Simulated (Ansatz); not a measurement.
Crystal: CrCuO2.

```
Cu Cr O
1.0
     1.48670    0.85835    5.70000
    -1.48670    0.85835    5.70000
     0.00000   -1.71669    5.70000
Cu Cr O
1 1 2
Direct
  0.00000 0.00000 0.00000
  0.50000 0.50000 0.50000
  0.89208 0.89208 0.89208
  0.10792 0.10792 0.10792
```

Base run:

```yaml
Program: Ansatz 0.2.0
Functional: r2SCAN
Potentials_or_basis: Ansatz PAW
Cutoff: "500 eV (not typed: the program's choice for these potentials)"
k_mesh: 10 × 10 × 10
Occupations: fermi-dirac, width 0.05 eV
Spin: collinear spin, ferromagnetic start
Starting_moments: "[0.6, 3.0, 0.0, 0.0] μB"
```

Its results: band gap on the k mesh 1.72 eV, indirect (least direct gap 2.13 eV); pressure -0.4 GPa; net moment 3.00 μB per cell; site moments Cu +0.00; Cr +2.45; O +0.01 μB; largest force 0.058 eV/Å.

**Question.** The run is repeated on the same cell with these changes: functional from r2SCAN to PBE; potentials or basis from Ansatz PAW to PseudoDojo stringent (PBE files); cutoff from 500 eV (not typed: the program's choice for these potentials) to 1633 eV. What comes out?

**Answer.** Band gap on the k mesh 1.09 eV, indirect (least direct gap 1.26 eV); pressure 3.8 GPa; net moment 3.00 μB per cell; site moments Cu +0.01; Cr +2.41; O +0.00 μB; largest force 0.054 eV/Å.

Caveats: only a ferromagnetic start was run, and an antiferromagnetic order may lie lower in energy; the magnetic or orbital state may not be the lowest (some runs); the PAW data sets come from PBE, with cores solved anew for the run's functional, which leaves a small shift of forces and pressure (some runs).

A k mesh can miss the band edges.
